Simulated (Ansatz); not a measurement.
**KCl**

The computed numbers are results of PBE, scalar-relativistic (no spin polarisation) in the plane-wave PAW code Ansatz at 420 eV, Γ-centred 10×10×10 mesh, 0.05 eV Gaussian smearing. The datasets are Ansatz's generated set soft_2.

```xyz
2
Lattice="3.8354 0.0000 0.0000 0.0000 3.8354 0.0000 0.0000 0.0000 3.8354" Properties=species:S:1:pos:R:3 pbc="T T T"
K     0.0000    0.0000    0.0000
Cl    1.9177    1.9177    1.9177
```

The chain of runs began from a cell as deposited in COD, expanded in volume.

Task: Which orbitals make up the states within about 0.6 eV of each band edge?

Result: Valence edge: Cl 3p 99 %. Conduction edge: K 4s 78 %, Cl 3s 18 %. Shares are among the projected shells; the gap is 4.81 eV.

Density of states (tetrahedra, averaged over 0.3 eV; states/eV per cell of 2 atoms; energy in eV from the Fermi level; projections on Löwdin-orthogonalised atomic orbitals, summed over sites):

```
    E  total  Cl 3p  K 4s  Cl 3s  K 3p
-4.30   0.00   0.00  0.00   0.00  0.00
-4.00   1.04   0.90  0.12   0.00  0.00
-3.70   4.97   4.66  0.22   0.01  0.04
-3.40   3.64   3.49  0.08   0.01  0.02
-3.10   3.22   3.13  0.03   0.01  0.01
-2.80   4.32   4.25  0.02   0.00  0.01
-2.50   2.81   2.78  0.00   0.00  0.00
-2.20   0.00   0.00  0.00   0.00  0.00
-1.90   0.00   0.00  0.00   0.00  0.00
-1.60   0.00   0.00  0.00   0.00  0.00
-1.30   0.00   0.00  0.00   0.00  0.00
-1.00   0.00   0.00  0.00   0.00  0.00
-0.70   0.00   0.00  0.00   0.00  0.00
-0.40   0.00   0.00  0.00   0.00  0.00
-0.10   0.00   0.00  0.00   0.00  0.00
 0.20   0.00   0.00  0.00   0.00  0.00
 0.50   0.00   0.00  0.00   0.00  0.00
 0.80   0.00   0.00  0.00   0.00  0.00
 1.10   0.00   0.00  0.00   0.00  0.00
 1.40   0.00   0.00  0.00   0.00  0.00
 1.70   0.00   0.00  0.00   0.00  0.00
 2.00   0.00   0.00  0.00   0.00  0.00
 2.30   0.00   0.00  0.00   0.00  0.00
 2.60   0.04   0.00  0.03   0.01  0.00
 2.90   0.09   0.00  0.07   0.01  0.00
 3.20   0.13   0.01  0.10   0.02  0.00
 3.50   0.18   0.01  0.14   0.03  0.00
 3.80   0.32   0.02  0.22   0.03  0.00
 4.10   0.73   0.03  0.42   0.04  0.00
 4.40   1.52   0.07  0.69   0.05  0.01
 4.70   1.94   0.08  0.77   0.04  0.01
 5.00   2.91   0.07  0.73   0.03  0.00
```

Formal charges K⁺, Cl⁻ balance and leave closed shells on every ion, so a band insulator is expected, and the gap is 4.81 eV.

Crossing the gap moves an electron from the anion's filled p shell to the metal's empty orbitals, as in ionic insulators.

Semilocal functionals underestimate band gaps, commonly by a third or more.
